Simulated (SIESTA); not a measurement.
MgS (Niningerite):

```
CELL_PARAMETERS angstrom
0.00000 2.60165 2.60165
2.60165 0.00000 2.60165
2.60165 2.60165 0.00000
ATOMIC_POSITIONS crystal
S 0.50000 0.50000 0.50000
Mg 0.00000 0.00000 0.00000
```

Base run:

| Property | Result |
| --- | --- |
| Program | SIESTA 5.4.2 |
| Functional | PBE |
| Potentials or basis | PseudoDojo 0.4 standard (PBE files) |
| Basis | DZP (energy shift 0.003 Ry; two zetas on semicore shells) |
| Grid cutoff | 800 Ry |
| Energy shift | 0.003 Ry |
| k mesh | 9 × 9 × 9 |
| Occupations | fermi-dirac, width 0.05 eV |
| Spin | no spin polarisation |

Its results: band gap on the k mesh 2.85 eV, indirect (least direct gap 3.77 eV); pressure 3.4 GPa.

Task: The run is repeated on the same cell with these changes: functional from PBE to vdW-DF-cx. What comes out?

Result: Band gap on the k mesh 2.96 eV, indirect (least direct gap 3.86 eV); pressure 2.6 GPa.

Caveats: the mesh misses the band edges, which the band path finds closer together; the basis of atomic orbitals isn't converged, which shifts pressures, moduli and gaps; the potentials were made for another functional, which shifts forces and pressure (some runs).
